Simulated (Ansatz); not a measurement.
**HfO2: random displacements**

This session takes HfO2 and sets out to compute energies and forces of randomly disturbed cells.

Computed with Ansatz 0.2.0 (DFT PBE, scalar-relativistic, plane waves, PAW, unless a step's input says otherwise).

### 1 The system as given

It takes space group Fm-3m (No. 225, cubic). The conventional cell has a = 5.115 Å, b = 5.115 Å, c = 5.115 Å, α = 90.00°, β = 90.00°, γ = 90.00°. Hf (site symmetry m-3m) is surrounded by 8 O at 2.21 Å. Around O (site symmetry -43m) lie 4 Hf at 2.21 Å.

As a file:

```cif
data_structure
_symmetry_space_group_name_H-M 'Fm-3m'
_symmetry_Int_Tables_number 225
_cell_length_a 5.1150
_cell_length_b 5.1150
_cell_length_c 5.1150
_cell_angle_alpha 90.000
_cell_angle_beta 90.000
_cell_angle_gamma 90.000
_cell_volume 133.82
loop_
_atom_site_label
_atom_site_type_symbol
_atom_site_symmetry_multiplicity
_atom_site_Wyckoff_symbol
_atom_site_fract_x
_atom_site_fract_y
_atom_site_fract_z
_atom_site_occupancy
Hf1 Hf 4 a 0.00000 0.00000 0.00000 1
O1 O 8 c 0.25000 0.25000 0.25000 1
```

The cell is taken as given, not relaxed at this level.

### 2 Zero of energy

The cell is repeated 4 times, 12 atoms in all. The reference gives a free energy of -67445.6309 eV, pressure -2.46 GPa, largest force 0.000 eV/Å and gap on the mesh 3.72 eV. It was computed beforehand with the settings of the runs below.

### 3 The scan: random displacements

All atoms are moved at random with no net shift, in some cells together with a random strain.

### 4 Point rms move = 0.239 Å

Input file input.yaml:

```yaml
crystal:
  lattice:
    - [5.1031766955, 0.1979971275, -0.0256915737]
    - [-0.1979971275, -5.3555415865, 0.0108658228]
    - [0.0256915737, 0.0108658228, -5.135824108]
  atoms:
    - { symbol: Hf, position: [0.0031743546, 0.5109329639, 0.4462452069] }
    - { symbol: Hf, position: [0.4882936405, -0.0502409607, 0.5080826851] }
    - { symbol: Hf, position: [0.5016539509, 0.4936730201, 0.0140205275] }
    - { symbol: Hf, position: [0.0240461346, -0.0042409889, 0.0156170634] }
    - { symbol: O, position: [0.2731938189, 0.2403295238, 0.2937712928] }
    - { symbol: O, position: [0.7634329468, 0.8064643514, 0.2380988159] }
    - { symbol: O, position: [0.725853516, 0.2515010378, 0.7627687165] }
    - { symbol: O, position: [0.2196322832, 0.7650170211, 0.7856078623] }
    - { symbol: O, position: [0.7336448788, 0.7086333835, 0.7031811948] }
    - { symbol: O, position: [0.2616297483, 0.2152983649, 0.7240531191] }
    - { symbol: O, position: [0.2532748593, 0.7984103484, 0.279889952] }
    - { symbol: O, position: [0.7521698682, 0.2642219346, 0.2286635638] }
basis:
  ecutwfc: 420
kpoints:
  mp_grid: { grid: [6, 6, 6] }
hamiltonian:
  xc: pbe
scf:
  occupations: { method: gaussian, width: 0.05 }
output:
  forces: true
  stress: true
  eigenvalues: true
```

Launch:

```bash
ansatz run input.yaml --threads 2 --pin off --max-ram 5120MiB --backend cpu --events-out ev --progress --plain --runs-dir out
```

The log of the run (excerpt; [...] marks lines left out):

```text
Warning: RAYON_NUM_THREADS=2 ignored (pool sized by the plan → 2); use --threads N
[...]
Pseudopotentials: kind: paw
Pseudopotential: Hf, paw, valence charge 26, recommended cutoff 420 eV (normal), Hf.paw.azcp
Pseudopotential: O, paw, valence charge 6, recommended cutoff 420 eV (normal), O.paw.azcp
Functional definition: PBE
[...]
Crystal: 12 atoms, lattice volume = 140.158 Å³
Basis set: ecut = 420 eV, 2739 PW (Γ), exchange–correlation on 72×72×72 points (8 copies of the dense FFT grid, shifted against one another)
Bands: 92, of which v1, the nominal top of the filled ones, is band 76 counted from 1 (75 counted from 0)
Symmetry: 1 space group operations
Space group: P1 (ITA 1), of the structure as read, at distance tolerance 5.2e-5 Å
k-points: 112 of 216 (time reversal used)
[...]
SCF iter   1: F=—  HF=-67440.873412 eV  |F-HF|=—  |Δ(HF+E_count)|=         —  Δρ=4.53e-3  dr2=2.08e-2  ethr=1.77e-3  ⟨swp⟩=5.0  Hψ=32299  notcnv=0  defer=437
[...]
SCF iter   9: F=-67440.874819 eV  HF=-67440.874819 eV  |F-HF|=2.86e-8  |Δ(HF+E_count)|=   1.11e-7  Δρ=6.47e-6  dr2=5.29e-8  ethr=6.58e-11  ⟨swp⟩=8.8  Hψ=40615  notcnv=0
[...]
SCF converged after 9 iterations
Free energy (F): -67440.874819 eV
[...]
E sigma→0 (E₀):  -67440.874819 eV
Fermi energy:    16.585606 eV
[...]
--- Forces (eV/Å), atoms counted from 1 ---
  atom   1  Hf    -2.25944271     2.43597939    -3.60681847
  atom   2  Hf     4.07586421    -5.37728845    -5.70946925
  atom   3  Hf     1.74262058     2.74576336     3.45804199
  atom   4  Hf    -0.05352012    -3.87854232     2.71150599
  atom   5  O     -1.41714054    -2.47497919     3.50035765
  atom   6  O     -1.18082654     3.24442394     0.36185452
  atom   7  O      1.44843658     0.61031414     0.20115914
  atom   8  O      1.41582909     2.61899737     0.35085526
[...]
--- Stress (GPa, compression-positive) ---
        6.227922      -6.825523      -2.344302
       -6.825523     -11.765215      -0.367234
       -2.344302      -0.367234       3.693360
  P = ⅓ Tr σ = -0.6146 GPa (-6.146 kbar)
--- Band table (eV; the first three rows and the last of 112) ---
[...]
```

Run time: 1.7 min. Hardware: 2 threads of Arm Neoverse V1, shared host; peak memory 1.1 GiB.

### 5 At rms move = 0.204 Å

Input file input.yaml:

```yaml
crystal:
  lattice:
    - [5.2745896656, -0.0098878122, 0.0052808235]
    - [0.0098878122, -5.1860429734, -0.10382704]
    - [-0.0052808235, -0.10382704, -5.1713075984]
  atoms:
    - { symbol: Hf, position: [-0.0151325625, 0.5069035445, 0.4845024177] }
    - { symbol: Hf, position: [0.5235872934, -0.0159419319, 0.499014946] }
    - { symbol: Hf, position: [0.4737088119, 0.4633384847, -0.0295403053] }
    - { symbol: Hf, position: [-0.0027997439, 0.008898533, -0.0160362743] }
    - { symbol: O, position: [0.2404129448, 0.2775486421, 0.3110330803] }
    - { symbol: O, position: [0.7398009746, 0.7373604031, 0.2654406069] }
    - { symbol: O, position: [0.7411404612, 0.2600739184, 0.716202112] }
    - { symbol: O, position: [0.2579680342, 0.7614146887, 0.782997324] }
    - { symbol: O, position: [0.7790230459, 0.7552557693, 0.7974751614] }
    - { symbol: O, position: [0.2526571462, 0.2163623632, 0.7265640132] }
    - { symbol: O, position: [0.2435681416, 0.7813926772, 0.2343004921] }
    - { symbol: O, position: [0.7660654526, 0.2473929077, 0.2280464262] }
basis:
  ecutwfc: 420
kpoints:
  mp_grid: { grid: [6, 6, 6] }
hamiltonian:
  xc: pbe
scf:
  occupations: { method: gaussian, width: 0.05 }
output:
  forces: true
  stress: true
  eigenvalues: true
```

Launch:

```bash
ansatz run input.yaml --threads 2 --pin off --max-ram 5120MiB --backend cpu --events-out ev --progress --plain --runs-dir out
```

The log of the run (excerpt; [...] marks lines left out):

```text
Warning: RAYON_NUM_THREADS=2 ignored (pool sized by the plan → 2); use --threads N
[...]
[... 4 set-up lines as earlier in the session ...]
[...]
Crystal: 12 atoms, lattice volume = 141.400 Å³
Basis set: ecut = 420 eV, 2775 PW (Γ), exchange–correlation on 72×72×72 points (8 copies of the dense FFT grid, shifted against one another)
Bands: 92, of which v1, the nominal top of the filled ones, is band 76 counted from 1 (75 counted from 0)
[... 2 set-up lines as earlier in the session ...]
k-points: 112 of 216 (time reversal used)
[...]
SCF converged after 8 iterations
Free energy (F): -67443.177741 eV
[...]
E sigma→0 (E₀):  -67443.177741 eV
Fermi energy:    16.299395 eV
[...]
--- Forces (eV/Å), atoms counted from 1 ---
  atom   1  Hf     0.52201588    -0.57138743     0.45906661
  atom   2  Hf    -1.22944874     0.05503072     0.65592690
  atom   3  Hf     0.09704135    -1.30169230    -1.26508597
  atom   4  Hf     0.70215249     0.82729854    -1.30544681
  atom   5  O      1.89570434    -0.04090264     4.04566627
  atom   6  O     -0.29220536    -0.31771516    -1.32426189
  atom   7  O     -0.34626026    -0.15299074    -0.53527506
  atom   8  O      1.36229624     2.35682113     2.39810566
[...]
--- Stress (GPa, compression-positive) ---
      -13.971134       1.108494      -0.149527
        1.108494      -7.548541      -1.011108
       -0.149527      -1.011108      -3.601051
  P = ⅓ Tr σ = -8.3736 GPa (-83.736 kbar)
--- Band table (eV; the first three rows and the last of 112) ---
[...]
```

It took 100 s on 2 threads of Arm Neoverse V1, shared host; peak memory 1.1 GiB.

### 6 rms move = 0.496 Å

Input file input.yaml:

```yaml
crystal:
  lattice:
    - [5.115, 0.0, 0.0]
    - [0.0, -5.115, 0.0]
    - [0.0, 0.0, -5.115]
  atoms:
    - { symbol: Hf, position: [0.0534885078, 0.5337369483, 0.4215300513] }
    - { symbol: Hf, position: [0.5352624081, 0.005173818, 0.4263957577] }
    - { symbol: Hf, position: [0.5669726029, 0.5730815083, 0.0236718557] }
    - { symbol: Hf, position: [0.0150328572, -0.0256592584, 0.0190317111] }
    - { symbol: O, position: [0.139778376, 0.1621021691, 0.3610647983] }
    - { symbol: O, position: [0.701501902, 0.7021659328, 0.1890679566] }
    - { symbol: O, position: [0.7063902491, 0.2943697457, 0.831055269] }
    - { symbol: O, position: [0.2688074692, 0.7653309124, 0.730149499] }
    - { symbol: O, position: [0.7363999267, 0.7574240924, 0.662808915] }
    - { symbol: O, position: [0.2142469617, 0.2441320431, 0.8084816201] }
    - { symbol: O, position: [0.1954499112, 0.7093140158, 0.2489163113] }
    - { symbol: O, position: [0.8666688281, 0.2788280724, 0.2778262548] }
basis:
  ecutwfc: 420
kpoints:
  mp_grid: { grid: [6, 6, 6] }
hamiltonian:
  xc: pbe
scf:
  occupations: { method: gaussian, width: 0.05 }
output:
  forces: true
  stress: true
  eigenvalues: true
```

Launch:

```bash
ansatz run input.yaml --threads 2 --pin off --max-ram 5120MiB --backend cpu --events-out ev --progress --plain --runs-dir out
```

The log of the run (excerpt; [...] marks lines left out):

```text
[...]
SCF converged after 12 iterations
Free energy (F): -67405.253734 eV
[...]
E sigma→0 (E₀):  -67405.253734 eV
Entropy (-TS):   -0.000000 eV (-0.000 meV/atom)
Fermi energy:    17.307917 eV
[...]
--- Forces (eV/Å), atoms counted from 1 ---
  atom   1  Hf   -15.51872088    17.86271288   -34.62624413
  atom   2  Hf    -1.56809445    -3.11086935    -5.99559463
  atom   3  Hf   -56.07378424    49.95516101    66.84130852
  atom   4  Hf     2.10305014    -7.01049729     8.46846433
  atom   5  O     11.95309401     5.89610967    -1.37392848
  atom   6  O     51.86100758   -49.96317200   -61.37783559
  atom   7  O      2.09044947     4.78638241     2.00421344
  atom   8  O     -0.20078799    -0.12132606    -0.26801669
[...]
--- Stress (GPa, compression-positive) ---
       96.516698     -54.156163     -42.311179
      -54.156163      94.459987      33.780699
      -42.311178      33.780700      96.710344
  P = ⅓ Tr σ = 95.8957 GPa (958.957 kbar)
--- Band table (eV; the first three rows and the last of 112) ---
[...]
```

It took 2.4 min on 2 threads of Arm Neoverse V1, shared host; peak memory 1.1 GiB.

### 7 rms move = 0.090 Å

Input file input.yaml:

```yaml
crystal:
  lattice:
    - [5.1331654481, -0.0369882709, -0.0073550642]
    - [0.0369882709, -5.1505170348, 0.030237905]
    - [0.0073550642, 0.030237905, -5.1020646098]
  atoms:
    - { symbol: Hf, position: [0.0211657388, 0.4994552588, 0.4934277735] }
    - { symbol: Hf, position: [0.4918991332, 0.0024459266, 0.5045477985] }
    - { symbol: Hf, position: [0.4864666838, 0.4826010942, -0.0120876301] }
    - { symbol: Hf, position: [-0.0217997416, 0.0128656343, -0.0091601129] }
    - { symbol: O, position: [0.2499251318, 0.253277066, 0.2557881291] }
    - { symbol: O, position: [0.7673924461, 0.7590963208, 0.2475108028] }
    - { symbol: O, position: [0.744705175, 0.250271666, 0.7634434835] }
    - { symbol: O, position: [0.2428369491, 0.7383314014, 0.7680584917] }
    - { symbol: O, position: [0.7658028892, 0.7625176872, 0.7475773091] }
    - { symbol: O, position: [0.2551538393, 0.2534929756, 0.7507406114] }
    - { symbol: O, position: [0.2525570843, 0.7435007793, 0.246820397] }
    - { symbol: O, position: [0.7438946709, 0.2421441899, 0.2433329463] }
basis:
  ecutwfc: 420
kpoints:
  mp_grid: { grid: [6, 6, 6] }
hamiltonian:
  xc: pbe
scf:
  occupations: { method: gaussian, width: 0.05 }
output:
  forces: true
  stress: true
  eigenvalues: true
```

Launch:

```bash
ansatz run input.yaml --threads 2 --pin off --max-ram 5120MiB --backend cpu --events-out ev --progress --plain --runs-dir out
```

The log of the run (excerpt; [...] marks lines left out):

```text
Warning: RAYON_NUM_THREADS=2 ignored (pool sized by the plan → 2); use --threads N
[...]
[... 4 set-up lines as earlier in the session ...]
[...]
Crystal: 12 atoms, lattice volume = 134.879 Å³
Basis set: ecut = 420 eV, 2615 PW (Γ), exchange–correlation on 72×72×72 points (8 copies of the dense FFT grid, shifted against one another)
Bands: 92, of which v1, the nominal top of the filled ones, is band 76 counted from 1 (75 counted from 0)
[... 1 set-up line as earlier in the session ...]
Space group: P1 (ITA 1), of the structure as read, at distance tolerance 5.1e-5 Å
k-points: 112 of 216 (time reversal used)
[...]
SCF iter   8: F=-67444.894003 eV  HF=-67444.894003 eV  |F-HF|=2.01e-8  |Δ(HF+E_count)|=   8.40e-8  Δρ=4.84e-6  dr2=2.25e-8  ethr=6.58e-11  ⟨swp⟩=7.6  Hψ=46987  notcnv=0
[...]
SCF converged after 8 iterations
Free energy (F): -67444.894003 eV
[...]
E sigma→0 (E₀):  -67444.894003 eV
Fermi energy:    17.288414 eV
[...]
--- Forces (eV/Å), atoms counted from 1 ---
  atom   1  Hf    -1.35076277    -1.78672267     0.50619144
  atom   2  Hf     1.25469272     1.48882843     1.00058773
  atom   3  Hf     0.98223399    -1.76956966    -1.51505731
  atom   4  Hf     0.08712836     1.84517403    -1.13398837
  atom   5  O      0.05603108     0.47487144     0.43268184
  atom   6  O     -0.64018013     0.61765585    -0.23519999
  atom   7  O      0.22208598    -0.50510270     1.47141019
  atom   8  O      0.88426057    -0.56181738     1.32882121
[...]
--- Stress (GPa, compression-positive) ---
       -0.952665       3.106710      -0.262461
        3.106710      -2.634506       1.951824
       -0.262461       1.951824       1.362752
  P = ⅓ Tr σ = -0.7415 GPa (-7.415 kbar)
--- Band table (eV; the first three rows and the last of 112) ---
[...]
```

It took 97 s on 2 threads of Arm Neoverse V1, shared host; peak memory 1.1 GiB.

### 8 At rms move = 0.122 Å

Input file input.yaml:

```yaml
crystal:
  lattice:
    - [5.1254871358, 0.0267743166, -0.2160796431]
    - [-0.0267743166, -5.1377333292, 0.116188324]
    - [0.2160796431, 0.116188324, -5.2283031653]
  atoms:
    - { symbol: Hf, position: [-0.020049693, 0.5010983907, 0.4951630143] }
    - { symbol: Hf, position: [0.5032617563, 0.0326699925, 0.5173850515] }
    - { symbol: Hf, position: [0.4935581148, 0.5086685034, -0.0141834801] }
    - { symbol: Hf, position: [0.0034573885, -0.0253950913, -0.0014145724] }
    - { symbol: O, position: [0.2504505496, 0.2535259333, 0.2653570756] }
    - { symbol: O, position: [0.7541412075, 0.7455470055, 0.2525616928] }
    - { symbol: O, position: [0.7572599414, 0.2622400069, 0.7593300162] }
    - { symbol: O, position: [0.2543710813, 0.7185494917, 0.743630325] }
    - { symbol: O, position: [0.7404260652, 0.7549753971, 0.7499387904] }
    - { symbol: O, position: [0.2669755331, 0.2749969788, 0.7430314313] }
    - { symbol: O, position: [0.2358322685, 0.7458277047, 0.2599434489] }
    - { symbol: O, position: [0.7603157868, 0.2272956867, 0.2292572066] }
basis:
  ecutwfc: 420
kpoints:
  mp_grid: { grid: [6, 6, 6] }
hamiltonian:
  xc: pbe
scf:
  occupations: { method: gaussian, width: 0.05 }
output:
  forces: true
  stress: true
  eigenvalues: true
```

Launch:

```bash
ansatz run input.yaml --threads 2 --pin off --max-ram 5120MiB --backend cpu --events-out ev --progress --plain --runs-dir out
```

The log of the run (excerpt; [...] marks lines left out):

```text
[...]
SCF converged after 8 iterations
Free energy (F): -67444.309666 eV
[...]
E sigma→0 (E₀):  -67444.309666 eV
Fermi energy:    16.820521 eV
[...]
--- Forces (eV/Å), atoms counted from 1 ---
  atom   1  Hf     1.18506986    -0.14329984     1.42865392
  atom   2  Hf     0.02036600     1.14224361     1.87542440
  atom   3  Hf    -0.60289833    -0.10964230    -1.63513581
  atom   4  Hf     0.16840012    -0.05548303    -1.44406910
  atom   5  O      0.54629681     0.61383524     0.69796495
  atom   6  O     -0.38674802     0.87441751     0.19892206
  atom   7  O      0.18731999     0.89494485     1.14106458
  atom   8  O     -0.37610454    -2.24544796    -0.34418540
[...]
--- Stress (GPa, compression-positive) ---
       -1.203003       1.147928       5.175749
        1.147928      -0.426950       2.986707
        5.175749       2.986707     -10.407135
  P = ⅓ Tr σ = -4.0124 GPa (-40.124 kbar)
--- Band table (eV; the first three rows and the last of 112) ---
[...]
```

Wall time 98 s (2 threads of Arm Neoverse V1, shared host); peak memory 1.1 GiB.

### 9 The scan collected

All points in order; energies are free energies above the reference cell:

```tsv
rms move (Å)	ΔE (meV/atom)	largest force (eV/Å)	shortest distance (Å)	pressure (GPa)	gap on the mesh (eV)
0.000	0.0	0.00	2.21	-2.5	3.72
0.090	61.4	2.53	2.07	-0.7	3.23
0.122	110.1	2.49	2.02	-4.0	3.32
0.204	204.4	4.47	2.02	-8.4	3.08
0.239	396.3	8.84	1.83	-0.6	1.65
0.496	3364.8	100.54	1.27	95.9	0.30
```

### 10 Outcome

| quantity | value |
| --- | --- |
| costliest cell | 3364.8 meV/atom at an rms move of 0.496 Å |

In words: The cost runs from 61.4 to 3364.8 meV/atom. Energy over the square of the rms move lies between 4.9 and 13.7 eV/Å² per atom; a harmonic solid under isotropic random moves would keep it roughly constant, while strain and close contacts change it. The gap on the mesh stays between 0.30 and 3.72 eV. Spin-orbit coupling is left out, which matters for the bands of Hf. Where forces pass 15 eV/Å atoms stand far too close, the PAW spheres overlap strongly and those numbers are rough.
